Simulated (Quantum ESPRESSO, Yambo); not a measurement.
# Quasiparticle gap of GaN (F-43m) in Yambo, part 2 of 3

Aim: the G0W0 gap of GaN (F-43m) on PBE, step by step.

Quantum ESPRESSO 7.5 and Yambo 5.3.0; PBE and many-body steps on it, plane waves. Known limits of the many-body steps: not at the basis limit; no spin-orbit coupling.

So far. Step 2 (Ground state): The gap is direct, at Γ. Step 3 (Bands along the symmetry lines): The gap is 1.753 eV, as in the run before at this level.

### 4. Empty states on the mesh, 6×6×6 mesh, 108 bands

Level of this step: DFT, PBE, plane waves, norm-conserving pseudopotentials (Quantum ESPRESSO).

The sums over transitions need many empty states on a uniform mesh; this step solves for them.

pw.in reads:

```
&control
  calculation = 'nscf'
  prefix = 'x'
  outdir = 'o'
  pseudo_dir = 'pseudo'
/
&system
  ibrav = 0
  nat = 2
  ntyp = 2
  ecutwfc = 104.0
  nbnd = 108
  force_symmorphic = .true.
/
&electrons
  conv_thr = 1e-9
  electron_maxstep = 80
  diago_full_acc = .true.
  diago_thr_init = 5e-6
/
ATOMIC_SPECIES
  Ga 69.723 Ga.upf
  N 14.007 N.upf
CELL_PARAMETERS angstrom
  0.0000000000 2.2535006075 2.2535006075
  2.2535006075 0.0000000000 2.2535006075
  2.2535006075 2.2535006075 0.0000000000
ATOMIC_POSITIONS crystal
  Ga 0.0000000000 0.0000000000 0.0000000000
  N 0.7500000000 0.7500000000 0.7500000000
K_POINTS automatic
  6 6 6 0 0 0
```

Command:

```bash
> OMP_NUM_THREADS=1 mpirun -n 4 pw.x -nk 4 -in pw.in > pw.out
```

Log:

```text
[banner, memory and clock lines left out]
Program PWSCF v.7.5 starts

     Atomic positions and unit cell read from directory:
     o/x.save/

     Message from routine setup:
     using ibrav=0 with symmetry is DISCOURAGED, use correct ibrav instead

     G-vector sticks info

     bravais-lattice index     =            0
     lattice parameter (alat)  =       6.0224  a.u.
     unit-cell volume          =     154.4542 (a.u.)^3
     number of atoms/cell      =            2
     number of atomic types    =            2
     number of electrons       =        26.00
     number of Kohn-Sham states=          108
     kinetic-energy cutoff     =     104.0000  Ry
     charge density cutoff     =     416.0000  Ry
     Exchange-correlation= PBE
                           (   1   4   3   4   0   0   0)

     celldm(1)=   6.022427  celldm(2)=   0.000000  celldm(3)=   0.000000
     celldm(4)=   0.000000  celldm(5)=   0.000000  celldm(6)=   0.000000

     crystal axes: (cart. coord. in units of alat)
               a(1) = (   0.000000   0.707107   0.707107 )
               a(2) = (   0.707107   0.000000   0.707107 )
               a(3) = (   0.707107   0.707107   0.000000 )

     reciprocal axes: (cart. coord. in units 2 pi/alat)
               b(1) = ( -0.707107  0.707107  0.707107 )
               b(2) = (  0.707107 -0.707107  0.707107 )
               b(3) = (  0.707107  0.707107 -0.707107 )
     Pseudo is Norm-conserving + core correction, Zval = 21.0
     Generated using ONCVPSP code by D. R. Hamann
     Using radial grid of 1902 points,  6 beta functions with:
     Pseudo is Norm-conserving + core correction, Zval =  5.0
     Generated using ONCVPSP code by D. R. Hamann
     Using radial grid of 1058 points,  4 beta functions with:
     Ga               21.00    69.72300     Ga( 1.00)
     N                 5.00    14.00700     N ( 1.00)

     24 Sym. Ops. (no inversion) found

   Cartesian axes

     site n.     atom                  positions (alat units)
         1        Ga     tau(   1) = (   0.0000000   0.0000000   0.0000000  )
         2        N      tau(   2) = (   1.0606602   1.0606602   1.0606602  )

     number of k points=    16
                       cart. coord. in units 2pi/alat
        k(    1) = (   0.0000000   0.0000000   0.0000000), wk =   0.0092593
        k(    2) = (   0.1178511   0.1178511  -0.1178511), wk =   0.0740741
        k(    3) = (   0.2357023   0.2357023  -0.2357023), wk =   0.0740741
[...]
[... 4 further rows ...]
        k(   15) = (  -0.1178511  -0.3535534   0.5892557), wk =   0.2222222
        k(   16) = (  -0.7071068   0.2357023   0.0000000), wk =   0.1111111

     Dense  grid:    22219 G-vectors     FFT dimensions: (  40,  40,  40)

     The potential is recalculated from file :
     o/x.save/charge-density

     Starting wfcs are   17 randomized atomic wfcs +   91 random wfcs

     Band Structure Calculation

     End of band structure calculation

          k = 0.0000 0.0000 0.0000 (  2733 PWs)   bands (ev):

  -130.4589 -81.1977 -81.1977 -81.1977  -4.2755  -1.8859  -1.8859  -1.8859
    -1.5760  -1.5760  11.6293  11.6293  11.6293  13.3821  21.9917  21.9917
    21.9917  29.2607  30.4490  30.4490  30.4490  31.4228  31.4228  34.3362
[...]
146.6769 147.1351 147.1351 147.1351

          k = 0.1179 0.1179-0.1179 (  2752 PWs)   bands (ev):

[...]
147.7791 147.7791 147.9970 150.5286

          k = 0.2357 0.2357-0.2357 (  2785 PWs)   bands (ev):

[...]
134.2922 135.0686 136.0037 136.0037 138.4808 138.4808 138.7629 139.5018
   140.0147 140.0147 142.1907 142.1907 144.8283 145.5591 145.5591 145.6444
   147.2355 147.2355 147.3984 152.3876

          k =-0.3536-0.3536 0.3536 (  2788 PWs)   bands (ev):

     [... further k-points ...]

     highest occupied, lowest unoccupied level (ev):    11.6293   13.3821

     XML data file, pseudopotentials, collected wavefunctions
```

The job ended after 8.9 s (4 MPI ranks of Arm Neoverse V1, shared host; peak memory 0.29 GiB).

This step gave:

- gap: 1.753 eV
- k of the valence top: 0, 0, 0
- k of the conduction bottom: 0, 0, 0
- least direct gap: 1.753 eV
- k points computed: 16
- lowest point of the top converged band, above the valence top: 135.5058 eV

On this mesh the gap is 1.753 eV.

### 5. Conversion and set-up

This step: Yambo 5.3.0; conversion and set-up on PBE, plane waves, norm-conserving pseudopotentials.

The states are converted to the many-body program's format and the q mesh is built.

Command:

```bash
> (cd o/x.save; p2y > p2y.log; mv SAVE ../..); yambo > setup.log
```

Log:

```text
 Yambo, version 5.3.0

 [02] CORE Variables Setup
 =========================

  [02.01] Unit cells
  ==================

  Cell kind             :  FCC
  Atoms in the cell     :  Ga  N
  number of Ga atoms    :  1
  number of N  atoms    :  1

  List of atomic masses
  Mass of Ga    :  69.72300
  Mass of N     :  14.00700

  List of atomic coordinates    : [cc]
  Ga1       :  0.000000  0.000000  0.000000  order 1
  N1       :  6.387748  6.387748  6.387748  order 2

  Alat factors          :  4.258499  4.258499  4.258499 [a.u.]
  Direct lattice volume :  154.4542 [a.u.]
  Direct lattice vectors:  A[ 1 ]  A[ 2 ]  A[ 3 ]
   A[ 1 ]:  0.000000  1.000000  1.000000  [iru]
   0.000000  4.258499  4.258499  [cc]
   A[ 2 ]:  1.000000  0.000000  1.000000  [iru]
   4.258499  0.000000  4.258499  [cc]
   A[ 3 ]:  1.000000  1.000000  0.000000  [iru]
   4.258499  4.258499  0.000000  [cc]

  Recip. lattice volume :  1.605979 [a.u.]
  Recip. lattice vectors:  B[ 1 ]  B[ 2 ]  B[ 3 ]
   B[ 1 ]: -0.500000  0.500000  0.500000  [iku]
  -0.737723  0.737723  0.737723  [cc]
   B[ 2 ]:  0.500000 -0.500000  0.500000  [iku]
   0.737723 -0.737723  0.737723  [cc]
   B[ 3 ]:  0.500000  0.500000 -0.500000  [iku]
   0.737723  0.737723 -0.737723  [cc]

  [02.02] Symmetries
  ==================

  Inversion symmetry    : yes
  Spatial inversion     : no
  Inversion index       :  25
  K-space Time-reversal : yes
  Magnetic symmetries   : no
  Time-reversal derived K-space symmetries:   25   48
  Group table correct   : yes
  Symmetries units      :  [cc]

   [S  1]:   1.0000     -0.12224E-17 -0.12224E-17 -0.12224E-17   1.0000      0.12224E-17  0.12224E-17  0.12224E-17   1.0000
   [S  2]:  -1.0000      0.12224E-17 -0.12224E-17  0.12224E-17  -1.0000      0.12224E-17 -0.12224E-17 -0.12224E-17   1.0000
   [S  3]:  -1.0000     -0.12224E-17  0.12224E-17  0.12224E-17   1.0000     -0.12224E-17 -0.12224E-17  0.12224E-17  -1.0000
[...]
[S  9]: -0.12224E-17   1.0000     -0.12224E-17  0.12224E-17 -0.12224E-17   1.0000       1.0000      0.12224E-17  0.12224E-17
   [S 10]: -0.12224E-17  -1.0000      0.12224E-17  0.12224E-17  0.12224E-17  -1.0000       1.0000     -0.12224E-17 -0.12224E-17
     [... 36 further rows ...]
   [S*47]:   1.0000     -0.12224E-17  0.12224E-17 -0.12224E-17  0.12224E-17  -1.0000      0.12224E-17   1.0000     -0.12224E-17
   [S*48]:   1.0000      0.12224E-17 -0.12224E-17 -0.12224E-17 -0.12224E-17   1.0000      0.12224E-17  -1.0000      0.12224E-17

  [02.03] Reciprocal space
  ========================

  nG shells         :  257
  nG charge         :  22219
  nG WFs            :   3507
  nC WFs            :  2788
  G-vecs. in first 25 shells:  [ Number ]
     1    9   15   27   51   59   65   89  113
    137   169   181   229   259   283   307   331   339
    387   411   459   531   537   561   609
  ...
  Shell energy in first 25 shells:  [ mHa ]
[...]
==============================

  [X] === General ===
  [X] Electronic Temperature                        :  0.000000  0.000000 [eV K]
  [X] Bosonic    Temperature                        :  0.000000  0.000000 [eV K]
  [X] Finite Temperature mode                       : no
  [X] El. density                                   :  0.11360E+25 [cm-3]
  [X] Fermi Level                                   :  11.62933 [eV]

  [X] === Gaps and Widths ===
  [X] Conduction Band Min                           :  1.752814 [eV]
  [X] Valence Band Max                              :  0.000000 [eV]
  [X] Filled Bands                                  :  13
  [X] Empty Bands                                   :   14  108
  [X] Direct Gap                                    :  1.752814 [eV]
  [X] Direct Gap localized at k                     :  1
  [X] Indirect Gap                                  :  1.752814 [eV]
  [X] Indirect Gap between kpts                     :  1  1
  [X] Last valence band width                       :  3.416005 [eV]
  [X] 1st conduction band width                     :  4.787587 [eV]

  E @ K [ 1]:  [eV]
  -142.0882  -92.8270  -92.8270  -92.8270  -15.9048  -13.5153  -13.5153  -13.5153
   -13.205      -13.205     -0.51270E-09 -0.25239E-09   0.0000       1.7528       10.362       10.362
   10.36235  17.63133  18.81971  18.81971  18.81971  19.79350  19.79350  22.70691
[...]
occ @ K [ 1]
[...]
E @ K [ 2]:  [eV]
[...]
occ @ K [ 2]
[...]
E @ K [ 3]:  [eV]
[...]
occ @ K [ 3]
[...]
E @ K [ 8]:  [eV]
[...]
occ @ K [ 8]
[...]
E @ K [ 9]:  [eV]
[...]
occ @ K [ 9]
[...]
E @ K [10]:  [eV]
[...]
occ @ K [10]
[...]
E @ K [11]:  [eV]
[...]
occ @ K [11]
[...]
E @ K [12]:  [eV]
[...]
occ @ K [12]
[...]
E @ K [13]:  [eV]
[...]
occ @ K [13]
[...]
E @ K [14]:  [eV]
[...]
occ @ K [14]
[...]
E @ K [15]:  [eV]
[...]
occ @ K [15]
[...]
E @ K [16]:  [eV]
[...]
occ @ K [16]
[...]
0.000000  0.000000  0.000000  0.000000  0.000000  0.000000  0.000000  0.000000
   0.000000  0.000000  0.000000  0.000000  0.000000  0.000000  0.000000  0.000000

 [03] Transferred momenta grid and indexing
 ==========================================

 IBZ Q-points                                      :  16
 BZ  Q-points                                      :  216

 K/Q-points units:
 rlu = crystal or reduced units; cc = cartesian coordinates; iku = interal k-units

 Q [ 1]         [rlu]:  0.000000  0.000000  0.000000
 Q [ 2]         [rlu]:  0.28534E-17  0.28534E-17  0.16667
 Q [ 3]         [rlu]:  0.57068E-17  0.57068E-17  0.33333
[...]
Q [ 8]         [rlu]: -0.21514E-16  0.16667     -0.33333
 Q [ 9]         [rlu]:  0.32371E-17  0.16667     -0.16667
 Q [10]         [rlu]: -0.57063E-17  0.33333      0.33333
     [... 4 further rows ...]
 Q [15]         [rlu]:  0.166667  0.333333 -0.333333
 Q [16]         [rlu]:  0.166667 -0.500000 -0.333333

  [03.01] X indexes
  =================

   [03.01.01] Sigma indexes
   ========================

 [06] Game Over & Game summary
```

Wall time 2.6 s (1 MPI rank); peak memory 0.24 GiB.

(Continued in part 3 of 3.)

[Paths, hosts, dates, memory and timing lines, banners, echoed tables and standing remarks are left out of the program output.]

[Logs are printed without paths, hosts, clocks, repeated set-up lines and the standing remarks that a program may print on its own settings, such as how far it seeks lower states.]

[Runs of the session that timed out or met a known fault of the program may be left out.]

[Hosts, paths, dates, database ids (printed as entryN), source tags and the programs' standing remarks are cut or masked in the printed files.]
